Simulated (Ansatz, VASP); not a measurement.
**AlN in two plane-wave programs**

Wanted: the spread between two codes on one cell, functional and k mesh.

Calculated with Ansatz 0.2.0; plane waves, with VASP 6.6.1 beside it; single point at LDA.

The database entry behind the starting cell differs from later determinations by our own check (inner coordinate u about 0.002 short), so it need not match the best structure at ambient conditions.

## 1. Starting point

It takes space group P6_3mc (No. 186, hexagonal). Conventional cell: a = 3.113 Å, b = 3.113 Å, c = 4.981 Å, α = 90.00°, β = 90.00°, γ = 120.00°. Nearest to Al lie 4 N at 1.89 Å. N has 4 Al at 1.89 Å nearest. Farther neighbours and most contacts between anions are not listed.

## 2. VASP: single point, LDA

A single point gives forces, pressure and levels at one fixed geometry, so differences don't come from the geometry; what else differs is listed under the comparison.

Lines of VASP's logs that name or quote its potential files are left out, and so is its time.

INCAR

```
SYSTEM = AlN
PREC = Accurate
ENCUT = 450
EDIFF = 1E-08
NELM = 100
ISMEAR = 0
SIGMA = 0.01
LREAL = .FALSE.
ALGO = Normal
GGA = CA
NBANDS = 14
LORBIT = 11
LWAVE = .TRUE.
LCHARG = .FALSE.
KPAR = 8
```

POSCAR

```
AlN
1.0
    3.1130000000      0.0000000000      0.0000000000
   -1.5565000000      2.6959370820      0.0000000000
    0.0000000000      0.0000000000      4.9810000000
Al N
2 2
Direct
    0.6666666667      0.3333333333      0.5000000000
    0.3333333333      0.6666666667      0.0000000000
    0.6666666667      0.3333333333      0.8800000000
    0.3333333333      0.6666666667      0.3800000000
```

KPOINTS

```
Automatic mesh
0
Gamma
9 9 6
0 0 0
```

PAW data sets: Al_GW and N_GW (LDA family, release 64).

Started as:

```
$ mpirun -np 8 vasp_std
```

Numbers of over 12 decimals in the logs are rounded to 6 here.

Log:

```text
[banner, memory and clock lines left out]
running    8 mpi-ranks, on    1 nodes
 distrk:  each k-point on    1 cores,    8 groups
 distr:  one band on    1 cores,    1 groups

 POSCAR found type information on POSCAR AlN
 POSCAR found :  2 types and       4 ions
|                                                                             |
|           W    W    AA    RRRRR   N    N  II  N    N   GGGG   !!!           |
|           W    W   A  A   R    R  NN   N  II  NN   N  G    G  !!!           |
|           W    W  A    A  R    R  N N  N  II  N N  N  G       !!!           |
|           W WW W  AAAAAA  RRRRR   N  N N  II  N  N N  G  GGG   !            |
|           WW  WW  A    A  R   R   N   NN  II  N   NN  G    G                |
|           W    W  A    A  R    R  N    N  II  N    N   GGGG   !!!           |
|                                                                             |
|     For optimal performance we recommend to set                             |
|       NCORE = 2 up to number-of-cores-per-socket                            |
|     NCORE specifies how many cores store one orbital (NPAR=cpu/NCORE).      |
|     This setting can greatly improve the performance of VASP for DFT.       |
|     The default, NCORE=1 might be grossly inefficient on modern             |
|     multi-core architectures or massively parallel machines. Do your        |
|     Unfortunately you need to use the default for GW and RPA                |
|     calculations (for HF NCORE is supported but not extensively tested      |
|     yet).                                                                   |
|                                                                             |

 LDA part: xc-table for (Slater(with rela. corr.)+CA(PZ))
 , standard interpolation
 POSCAR, INCAR and KPOINTS ok, starting setup
 FFT: planning ... GRIDC
 FFT: planning ... GRID_SOFT
 FFT: planning ... GRID
 WAVECAR not read
 entering main loop
       N       E                     dE             d eps       ncg     rms          rms(c)
DAV:   1     0.518021966535E+02    0.51802E+02   -0.68166E+03  1352   0.920E+02
DAV:   2    -0.335740377809E+02   -0.85376E+02   -0.76298E+02  2104   0.258E+02
DAV:   3    -0.377710234938E+02   -0.41970E+01   -0.41721E+01  1860   0.502E+01
DAV:   4    -0.378268908088E+02   -0.55867E-01   -0.55846E-01  1638   0.766E+00
DAV:   5    -0.378285145568E+02   -0.16237E-02   -0.16235E-02  1872   0.112E+00    0.122E+01
DAV:   6    -0.329867372390E+02    0.48418E+01   -0.13725E+01  2066   0.362E+01    0.305E+00
DAV:   7    -0.329297860026E+02    0.56951E-01   -0.60560E-01  1572   0.530E+00    0.207E+00
DAV:   8    -0.328765491779E+02    0.53237E-01   -0.13704E-01  1662   0.555E+00    0.623E-01
DAV:   9    -0.328698129262E+02    0.67363E-02   -0.31657E-02  2224   0.192E+00    0.111E-01
DAV:  10    -0.328697813213E+02    0.31605E-04   -0.89312E-04  1620   0.288E-01    0.515E-02
DAV:  11    -0.328697543883E+02    0.26933E-04   -0.12591E-04  2216   0.123E-01    0.743E-03
DAV:  12    -0.328697544095E+02   -0.21199E-07   -0.69563E-07  1644   0.750E-03    0.557E-03
DAV:  13    -0.328697537436E+02    0.66592E-06   -0.20253E-06  2212   0.151E-02    0.370E-04
DAV:  14    -0.328697537233E+02    0.20285E-07   -0.49370E-08  1722   0.176E-03    0.201E-04
DAV:  15    -0.328697537152E+02    0.81525E-08   -0.47593E-09  1344   0.820E-04
   1 F= -.32869754E+02 E0= -.32869754E+02  d E =-.957345E-51
 writing wavefunctions
```

From OUTCAR (step 2):

```text
ion  position               nearest neighbor table
   1  0.667  0.333  0.500-   3 1.89   4 1.89   4 1.89   4 1.89
   2  0.333  0.667  0.000-   4 1.89   3 1.89   3 1.89   3 1.89
   3  0.667  0.333  0.880-   1 1.89   2 1.89   2 1.89   2 1.89
   4  0.333  0.667  0.380-   2 1.89   1 1.89   1 1.89   1 1.89

  LATTYP: Found a hexagonal cell.
 ALAT       =     3.1130000000
 C/A-ratio  =     1.6000642467

 Subroutine GETGRP returns: Found 12 space group operations
 (whereof  6 operations were pure point group operations)

The static configuration has the point symmetry C_3v.
 The point group associated with its full space group is C_6v.

 Found     48 irreducible k-points:

   k-points           NKPTS =     48   k-points in BZ     NKDIM =     48   number of bands    NBANDS=     14

   dimension x,y,z NGX =    24 NGY =   24 NGZ =   36
   dimension x,y,z NGXF=    48 NGYF=   48 NGZF=   72

   ENCUT  =  450.0 eV  33.07 Ry    5.75 a.u.   5.38  5.38  8.62*2*pi/ulx,y,z

   NELECT =      16.0000    total number of electrons

 k-points in reciprocal lattice and weights: Automatic mesh
   0.00000000  0.00000000  0.00000000       0.002
   0.11111111  0.00000000  0.00000000       0.012
   0.22222222 -0.00000000  0.00000000       0.012
   0.33333333  0.00000000  0.00000000       0.012
   0.44444444 -0.00000000  0.00000000       0.012
   0.11111111  0.11111111  0.00000000       0.012
   0.22222222  0.11111111  0.00000000       0.025
   0.33333333  0.11111111  0.00000000       0.025
   0.44444444  0.11111111  0.00000000       0.012
[...]
0.33333333  0.22222222  0.50000000       0.025
   0.33333333  0.33333333  0.50000000       0.004

 average (electrostatic) potential at core
       1 -52.2280       2 -52.2280       3 -63.0356       4 -63.0356

 E-fermi :   5.0945

 k-point     1 :       0.0000    0.0000    0.0000
  band No.  band energies     occupation
    ...
      4       4.1514      2.00000
      5       4.1514      2.00000
      6       4.8117      2.00000
      7       4.8117      2.00000
      8       4.9915      2.00000
      9       9.2297      0.00000
     10      11.5344      0.00000
     11      15.4648      0.00000
     12      15.9479      0.00000
     13      15.9479      0.00000
    ...

 k-point     2 :       0.1111    0.0000    0.0000
  band No.  band energies     occupation
    ...
      4       3.4408      2.00000
      5       3.9519      2.00000
      6       4.1361      2.00000
      7       4.7841      2.00000
      8       4.9208      2.00000
      9       9.9029      0.00000
     10      12.1377      0.00000
     11      14.8114      0.00000
     12      15.0481      0.00000
     13      16.3909      0.00000
    ...

 k-point     3 :       0.2222   -0.0000    0.0000
  band No.  band energies     occupation
    ...
      4       1.9279      2.00000
      5       2.8773      2.00000
      6       3.5407      2.00000
      7       4.6516      2.00000
      8       4.6552      2.00000
      9      10.9751      0.00000
     10      12.6377      0.00000
     11      13.2395      0.00000
     12      14.6867      0.00000
     13      16.6454      0.00000
    ...

  Total       -1.8012952     -1.8012952     -1.3629597      0.0000000      0.0000000      0.0000000
  in kB      -69.0382970    -69.0382970    -52.2381972      0.0000000      0.0000000      0.0000000
  external PRESSURE =     -63.4382638 kB  Pullay stress =       0.0000000 kB

  energy-cutoff  :      450.00
  volume of cell :       41.80
      direct lattice vectors                 reciprocal lattice vectors
     3.113000000  0.000000000  0.000000000     0.321233537  0.185464269  0.000000000
    -1.556500000  2.695937082  0.000000000     0.000000000  0.370928538  0.000000000
     0.000000000  0.000000000  4.981000000     0.000000000  0.000000000  0.200762899

 POSITION                                       TOTAL-FORCE (eV/Angst)
 -----------------------------------------------------------------------------------
      1.55650      0.89865      2.49050         0.000000      0.000000     -0.118177
     -0.00000      1.79729      0.00000        -0.000000     -0.000000     -0.118177
      1.55650      0.89865      4.38328         0.000000     -0.000000      0.118177
     -0.00000      1.79729      1.89278        -0.000000      0.000000      0.118177
 -----------------------------------------------------------------------------------
    total drift:                               -0.000000     -0.000000     -0.000327

  FREE ENERGIE OF THE ION-ELECTRON SYSTEM (eV)
  ---------------------------------------------------
  free  energy   TOTEN  =       -32.8697537152 eV

  energy  without entropy=      -32.8697537152  energy(sigma->0) =      -32.86975372

 total charge
# of ion       s       p       d       tot
------------------------------------------
    1        0.442   0.561   0.214   1.218
    2        0.442   0.561   0.214   1.218
    3        1.181   2.561   0.000   3.742
    4        1.181   2.561   0.000   3.742
--------------------------------------------------
tot          3.247   6.244   0.429   9.920

[... 3 further parts left out ...]
```

The run ends at a pressure of -6.34 GPa, with forces up to 0.12 eV/Å.

## 3. Ansatz: single point, LDA

Ansatz runs on its default PAW (the set named soft_2) files.

The same cell, functional (in two slightly different forms), mesh and smearing now go to Ansatz, which takes its cutoff from its data sets.

input.yaml

```yaml
crystal:
  lattice:
    - [3.113, 0.0, 0.0]
    - [-1.5565, 2.695937082, 0.0]
    - [0.0, 0.0, 4.981]
  atoms:
    - { symbol: Al, position: [0.6666666667, 0.3333333333, 0.5] }
    - { symbol: Al, position: [0.3333333333, 0.6666666667, 0.0] }
    - { symbol: "N", position: [0.6666666667, 0.3333333333, 0.88] }
    - { symbol: "N", position: [0.3333333333, 0.6666666667, 0.38] }
hamiltonian:
  xc: lda
  pseudopotentials: { kind: paw }
kpoints:
  mp_grid: { grid: [9, 9, 6] }
scf:
  occupations: { method: gaussian, width: 0.01 }
  n_extra_bands: 5
output:
  forces: true
  stress: true
  eigenvalues: true
  write_density: true
  write_potential: true
  elf: true
  volumetric_format: npy
```

Started as:

```
$ ansatz run input.yaml --threads 2 --pin off --max-ram 4608MiB --backend cpu --events-out ev --progress --plain --runs-dir out
```

Log:

```text
scf.n_extra_bands = 5 over 8 filled bands (N_el = 16.0): the run solves 13 bands
Engine: ansatz 0.2.0, aarch64-unknown-linux-gnu
Pseudopotentials: kind: paw
Pseudopotential: Al, paw, valence charge 3, recommended cutoff 420 eV (normal), Al.paw.azcp
Pseudopotential: N, paw, valence charge 5, recommended cutoff 420 eV (normal), N.paw.azcp
Functional definition: SPW92
  exchange = slater_x
  correlation = pw_c
Crystal: 4 atoms, lattice volume = 41.803 Å³
Basis set: ecut = 420 eV, 809 PW (Γ)
Bands: 13, of which v1, the nominal top of the filled ones, is band 8 counted from 1 (7 counted from 0)
Symmetry: 12 space group operations
Space group: P63mc (ITA 186), of the structure as read, at distance tolerance 3.5e-5 Å
k-points: 48 of 486 (time reversal used)
Non-local potential: Al, projectors of the file, l = 0: 2, l = 1: 2, l = 2: 1
Non-local potential: N, projectors of the file, l = 0: 2, l = 1: 2, l = 2: 1
PAW form: soft (Blöchl's): semilocal exchange-correlation on the pseudo side does not see the compensation charge
PAW frozen core: Al, regenerated for the run's functional, and the local potential with it (the file was generated under x = pbe(κ = 0.804, μ = 0.219515), c = pbe(β = 0.066725))
PAW frozen core: N, regenerated for the run's functional, and the local potential with it (the file was generated under x = pbe(κ = 0.804, μ = 0.219515), c = pbe(β = 0.066725))
PAW one-centre angular grid: Al, 110 points (default); XC on 64 Gauss nodes
PAW one-centre angular grid: N, 110 points (default); XC on 64 Gauss nodes
Initial density: superposition of atomic densities (neutral atoms: chi_scale 0, normalization atom), corrected by the library's trained network
Initial wavefunctions: pseudopotential atomic-orbital guess
Functional: x = slater, c = lda
SCF iter   1: F=—  HF=-1779.711568 eV  |F-HF|=—  |Δ(HF+E_count)|=         —  Δρ=9.30e-3  dr2=4.17e-2  ethr=1.77e-3  ⟨swp⟩=6.1  Hψ=4208  notcnv=0
preconditioner: auto → none  [insulator: Δε(μ)=4.162 eV  Ē_g=13.546 eV  σ=0.010 eV  W_gap=1.00  n_scr=2 (ndim 8)  ℏωp=23.0 eV  f_vac=0.000  D(μ)=0.00/eV (n_scr^D=0)  ε∞_Penn≈3.9]
SCF iter   2: F=—  HF=-1779.699470 eV  |F-HF|=—  |Δ(HF+E_count)|=   1.21e-2  Δρ=2.60e-3  dr2=2.09e-3  ethr=2.61e-4  ⟨swp⟩=2.4  Hψ=1293  notcnv=0  defer=42
SCF iter   3: F=—  HF=-1779.698767 eV  |F-HF|=—  |Δ(HF+E_count)|=   7.03e-4  Δρ=7.55e-4  dr2=1.02e-4  ethr=1.31e-5  ⟨swp⟩=3.0  Hψ=1078  notcnv=0  defer=48
SCF iter   4: F=—  HF=-1779.698723 eV  |F-HF|=—  |Δ(HF+E_count)|=   4.46e-5  Δρ=2.82e-5  dr2=2.40e-7  ethr=6.37e-7  ⟨swp⟩=2.0  Hψ=910  notcnv=0  defer=48
SCF iter   5: F=—  HF=-1779.698723 eV  |F-HF|=—  |Δ(HF+E_count)|=   5.45e-7  Δρ=4.54e-6  dr2=4.84e-9  ethr=1.50e-9  ⟨swp⟩=2.0  Hψ=923  notcnv=0  defer=48
SCF iter   6: F=-1779.698723 eV  HF=-1779.698723 eV  |F-HF|=1.41e-11  |Δ(HF+E_count)|=  9.39e-10  Δρ=3.53e-7  dr2=3.16e-11  ethr=3.03e-11  ⟨swp⟩=7.6  Hψ=3938  notcnv=0
SCF 1 converged in 6 iterations: F = -1779.698723 eV  dr2 = 3.16e-11
  greatest PAW one-centre occupation: 0.780 electrons in one spin orbital (limit 2), on the N atom at site 3 (counted from 0), in its partial waves of l = 0
SCF converged after 6 iterations
Free energy (F): -1779.698723 eV
Harris-Foulkes:  -1779.698723 eV  (|F-HF|=1.41e-11)
Internal energy: -1779.698723 eV  (E = F + TS)
E sigma→0 (E₀):  -1779.698723 eV
Fermi energy:    8.941579 eV
--- Per-component energies (eV) ---
  E_band       = 26.248251
  E_kinetic    = 317.467825
  E_local      = -449.499588  (includes V_loc(G=0)·N_el)
  E_nonlocal   = 114.806161
  E_hartree    = 153.838048
  E_xc         = -201.052267
  E_vxc        = -215.005188  (∫ρ·V_xc dr)
  E_paw        = -1123.867334  (= ΣΔE_a)
  E_vpaw       = -49.197178  (= ΣTr[D̂ρ^β])
  E_aug_tail   = 0.000181  (compensation charges beyond the density's cutoff)
  E_ewald      = -591.663270
  E_core_change = 0.271521  (= ΣΔE_core)
  E_smearing   = -0.000000  (= −TS)
  E_closure    = 0.000000  (closes the sum)
  Σ components = -1779.698723   (vs F -1779.698723, Δ=0.00e0)
--- Forces (eV/Å), atoms counted from 1 ---
  atom   1  Al    -0.00000000     0.00000000    -0.11662331
  atom   2  Al     0.00000000    -0.00000000    -0.11662331
  atom   3  N      0.00000000    -0.00000000     0.11662057
  atom   4  N     -0.00000000     0.00000000     0.11662057
  max |Σ_I F_I| component: 5.48e-6 eV/Å
--- Stress (GPa, compression-positive) ---
       -5.204842       0.000000      -0.000000
        0.000000      -5.204842       0.000000
       -0.000000       0.000000      -3.538370
  P = ⅓ Tr σ = -4.6494 GPa (-46.494 kbar)
--- Band table (eV; the first three rows and the last of 48) ---
  k-point 0: bands = [... 4 lower, 5.9893, 6.6438, 6.6438, 6.8221, 11.0611, 13.3785, 17.2992, 17.7988, ... 1 higher]
  k-point 1: bands = [... 4 lower, 6.0311, 6.2289, 6.5972, 6.5972, 11.5394, 13.4509, 17.1247, 17.7683, ... 1 higher]
  k-point 2: bands = [... 4 lower, 6.1456, 6.1456, 6.4725, 6.4725, 12.4649, 13.5320, 16.8399, 17.8115, ... 1 higher]
  k-point 47: bands = [... 4 lower, 2.9623, 2.9623, 6.0368, 6.0368, 14.1282, 14.1282, 14.5694, 14.5694, ... 1 higher]
```

It took 3.1 s on 2 threads of Arm Neoverse N1, shared host; peak memory 0.3 GiB; 5.7 s of CPU time.

In the SCF lines HF is the Harris–Foulkes energy and dr2 the Hartree energy of the density residual, in eV; the loop may stop once dr2 is under the threshold and the program's other checks hold. Hψ counts applications of the Hamiltonian.

The run ends at a pressure of -4.65 GPa, with forces up to 0.12 eV/Å.

## 4. Comparison

Known differences besides the potentials themselves: the two LDA forms differ slightly; the cutoff is 420 eV in Ansatz and 450 eV in VASP; VASP's log shows a relativistic correction to its local exchange, Ansatz's none. Total energies have different zeros and are not compared.

The two programs side by side:

| quantity | Ansatz | VASP | difference |
| --- | --- | --- | --- |
| gap on the k mesh (eV) | 4.239 | 4.238 | +0.001 |

Forces (eV/Å; atoms numbered as in POSCAR):

| atom | Ansatz x, y, z | VASP x, y, z |
| --- | --- | --- |
| Al1 | 0.000, 0.000, -0.117 | 0.000, 0.000, -0.118 |
| Al2 | 0.000, 0.000, -0.117 | 0.000, 0.000, -0.118 |
| N3 | 0.000, 0.000, 0.117 | 0.000, 0.000, 0.118 |
| N4 | 0.000, 0.000, 0.117 | 0.000, 0.000, 0.118 |

The forces differ by 0.9 meV/Å r.m.s., which is 1.3 % of the r.m.s. force of 0.07 eV/Å (both taken over all components). Not compared: the pressure (VASP's GW data sets at this cutoff don't carry it). A gap on the mesh is an upper bound, since the band edges may lie between its points.

## 5. Further runs

Further runs change the set-up of one program: Ansatz's method, potentials or start, or VASP's data sets, cutoff or form of LDA. The table gives Ansatz less VASP for each quantity, since a change that brings one quantity closer may part another.

| run | r.m.s. force difference (meV/Å) | gap on the k mesh (eV) |
| --- | --- | --- |
| as above | 0.9 | 7.7e-4 |
| cores kept as stored | 0.85 | 0.0079 |
| Ansatz's larger PAW set (cutoff 1050 eV) | 0.94 | 0.0024 |
| norm-conserving potentials (cutoff 1143 eV) | 2.3 | 0.018 |

## 6. Outcome

| Property | Result |
| --- | --- |
| r.m.s. force difference (single point, LDA) | 0.9 meV/Å |

The r.m.s. force difference is 0.9 meV/Å (single point, LDA), within the 12 meV/Å picked in this series as the mark of a large difference. Single point, LDA, cores kept as stored: the difference in gap on the k mesh goes from 7.7e-4 to 0.0079 eV. Single point, LDA, Ansatz's larger PAW set (cutoff 1050 eV): the difference in gap on the k mesh goes from 7.7e-4 to 0.0024 eV. Single point, LDA, norm-conserving potentials (cutoff 1143 eV): r.m.s. force difference goes from 0.9 to 2.3 meV/Å; the difference in gap on the k mesh goes from 7.7e-4 to 0.018 eV. Such differences can come from data sets, numerical settings and the points named under the comparisons, not from the functional's error against experiment.

[Lines on the potential files, build, host, timing and source positions are cut from VASP's logs without a mark.]

[Logs are printed without paths, hosts, clocks, repeated set-up lines and the standing remarks that a program may print on its own settings, such as how far it seeks lower states.]

[Hosts, paths, dates, database ids (printed as entryN), source tags and the programs' standing remarks are cut or masked in the printed files.]
